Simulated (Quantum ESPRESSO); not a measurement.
# TaN (P-6m2) in Quantum ESPRESSO: notebook, part 2 of 2

Quantum ESPRESSO 7.5.

**4. Single point, LDA, 10.34 Å³/atom**

Contents of pw.in:

```
&CONTROL
  calculation = 'scf'
  prefix = 'pwscf'
  outdir = './tmp'
  pseudo_dir = './pseudo'
  tstress = .true.
  disk_io = 'nowf'
/
&SYSTEM
  ibrav = 0
  nat = 2
  ntyp = 2
  ecutwfc = 56
  ecutrho = 448
  nbnd = 15
  occupations = 'smearing'
  smearing = 'fd'
  degauss = 0.00367493
/
&ELECTRONS
  conv_thr = 4d-10
  electron_maxstep = 120
  mixing_beta = 0.5
/
ATOMIC_SPECIES
Ta   180.9479 ta_lda_v1.uspp.F.UPF
N     14.0070 n_lda_v1.2.uspp.F.UPF
CELL_PARAMETERS angstrom
   2.8982924298    0.0000000000    0.0000000000
  -1.4491462149    2.5099948717    0.0000000000
   0.0000000000    0.0000000000    2.8440357641
ATOMIC_POSITIONS crystal
Ta     0.0000000000    0.0000000000    0.5000000000
N      0.6666666667    0.3333333333    0.0000000000
K_POINTS automatic
10 10 9 0 0 0
```

The run is started by

```
OMP_NUM_THREADS=1 mpirun -n 2 pw.x -nk 2 -in pw.in > pw.out
```

It took 4.7 s on 2 MPI ranks of AMD EPYC 9R45 (Zen 5), shared host; peak memory 0.28 GiB.

The run converged. Its results:

- Free energy: -2207.9434 eV
- Pressure: 3.7 GPa
- Band gap on the k mesh: none (metal or under the smearing width)

**5. Single point, LDA, 10.56 Å³/atom**

pw.in, as its differences from that of step 4:

```diff
@@ -28,5 +28,5 @@
 CELL_PARAMETERS angstrom
-   2.8982924298    0.0000000000    0.0000000000
-  -1.4491462149    2.5099948717    0.0000000000
-   0.0000000000    0.0000000000    2.8440357641
+   2.9182812851    0.0000000000    0.0000000000
+  -1.4591406425    2.5273057282    0.0000000000
+   0.0000000000    0.0000000000    2.8636504237
 ATOMIC_POSITIONS crystal
```

The run is started by

```
OMP_NUM_THREADS=1 mpirun -n 2 pw.x -nk 2 -in pw.in > pw.out
```

Wall time 4.8 s (2 MPI ranks of AMD EPYC 9R45 (Zen 5), shared host); peak memory 0.28 GiB.

Results (log left out):

```
Free energy            : -2207.9432 eV
Pressure               : -4.1 GPa
Band gap on the k mesh : none (metal or under the smearing width)
```

**6. Single point, LDA, 10.78 Å³/atom**

pw.in, as its differences from that of step 5:

```diff
@@ -28,5 +28,5 @@
 CELL_PARAMETERS angstrom
-   2.9182812851    0.0000000000    0.0000000000
-  -1.4591406425    2.5273057282    0.0000000000
-   0.0000000000    0.0000000000    2.8636504237
+   2.9380000000    0.0000000000    0.0000000000
+  -1.4690000000    2.5443826363    0.0000000000
+   0.0000000000    0.0000000000    2.8830000000
 ATOMIC_POSITIONS crystal
```

Potentials or basis: GBRV 1.5 LDA.

The run is started by

```
OMP_NUM_THREADS=1 mpirun -n 2 pw.x -nk 2 -in pw.in > pw.out
```

It took 4.8 s on 2 MPI ranks of AMD EPYC 9R45 (Zen 5), shared host; peak memory 0.28 GiB.

The run converged. Its results:

```
Free energy            : -2207.9229 eV
Pressure               : -11.2 GPa
Band gap on the k mesh : none (metal or under the smearing width)
```

**7. Single point, LDA, 10.99 Å³/atom**

pw.in, as its differences from that of step 6:

```diff
@@ -28,5 +28,5 @@
 CELL_PARAMETERS angstrom
-   2.9380000000    0.0000000000    0.0000000000
-  -1.4690000000    2.5443826363    0.0000000000
-   0.0000000000    0.0000000000    2.8830000000
+   2.9574575207    0.0000000000    0.0000000000
+  -1.4787287603    2.5612333435    0.0000000000
+   0.0000000000    0.0000000000    2.9020932717
 ATOMIC_POSITIONS crystal
```

The run is started by

```
OMP_NUM_THREADS=1 mpirun -n 2 pw.x -nk 2 -in pw.in > pw.out
```

Wall time 5 s (2 MPI ranks of AMD EPYC 9R45 (Zen 5), shared host); peak memory 0.28 GiB.

It converged, with:

| Item | Value |
| --- | --- |
| Free energy | -2207.8847 eV |
| Pressure | -17.5 GPa |
| Band gap on the k mesh | none (metal or under the smearing width) |

**8. Single point, LDA, 11.21 Å³/atom**

pw.in, as its differences from that of step 7:

```diff
@@ -28,5 +28,5 @@
 CELL_PARAMETERS angstrom
-   2.9574575207    0.0000000000    0.0000000000
-  -1.4787287603    2.5612333435    0.0000000000
-   0.0000000000    0.0000000000    2.9020932717
+   2.9766623284    0.0000000000    0.0000000000
+  -1.4883311642    2.5778651949    0.0000000000
+   0.0000000000    0.0000000000    2.9209385612
 ATOMIC_POSITIONS crystal
```

The run is started by

```
OMP_NUM_THREADS=1 mpirun -n 2 pw.x -nk 2 -in pw.in > pw.out
```

Run time: 5 s. Hardware: 2 MPI ranks of AMD EPYC 9R45 (Zen 5), shared host; peak memory 0.3 GiB.

It converged, with:

| Item | Value |
| --- | --- |
| Free energy | -2207.8304 eV |
| Pressure | -23.1 GPa |
| Band gap on the k mesh | none (metal or under the smearing width) |

**9. Single point, LDA, 11.42 Å³/atom**

pw.in, as its differences from that of step 8:

```diff
@@ -28,5 +28,5 @@
 CELL_PARAMETERS angstrom
-   2.9766623284    0.0000000000    0.0000000000
-  -1.4883311642    2.5778651949    0.0000000000
-   0.0000000000    0.0000000000    2.9209385612
+   2.9956224723    0.0000000000    0.0000000000
+  -1.4978112361    2.5942851611    0.0000000000
+   0.0000000000    0.0000000000    2.9395437670
 ATOMIC_POSITIONS crystal
```

Potentials or basis: GBRV 1.5 LDA.

The run is started by

```
OMP_NUM_THREADS=1 mpirun -n 2 pw.x -nk 2 -in pw.in > pw.out
```

Wall time 5 s (2 MPI ranks of AMD EPYC 9R45 (Zen 5), shared host); peak memory 0.3 GiB.

Results (log left out):

- Free energy: -2207.7617 eV
- Pressure: -28.2 GPa
- Band gap on the k mesh: none (metal or under the smearing width)

**10. Equation of state, LDA**

Potentials or basis: GBRV 1.5 LDA.

No new run: the results of the series are fitted here.

Results:

```yaml
Equilibrium_volume: 10.45 Å³/atom
Bulk_modulus_at_fixed_shape_and_positions: 382 GPa
Pressure_derivative_of_the_bulk_modulus: 4.4
```

Energy against volume, from the lowest point:
| volume (Å³/atom) | energy (meV/atom) |
| --- | --- |
| 10.129 | 11.06 |
| 10.345 | 0.00 |
| 10.560 | 0.10 |
| 10.776 | 10.24 |
| 10.991 | 29.36 |
| 11.207 | 56.53 |
| 11.422 | 90.88 |

Caveat: the cell was scaled at fixed shape and fractional positions, which overstates the stiffness of a crystal with free parameters, most of all of layers and chains.
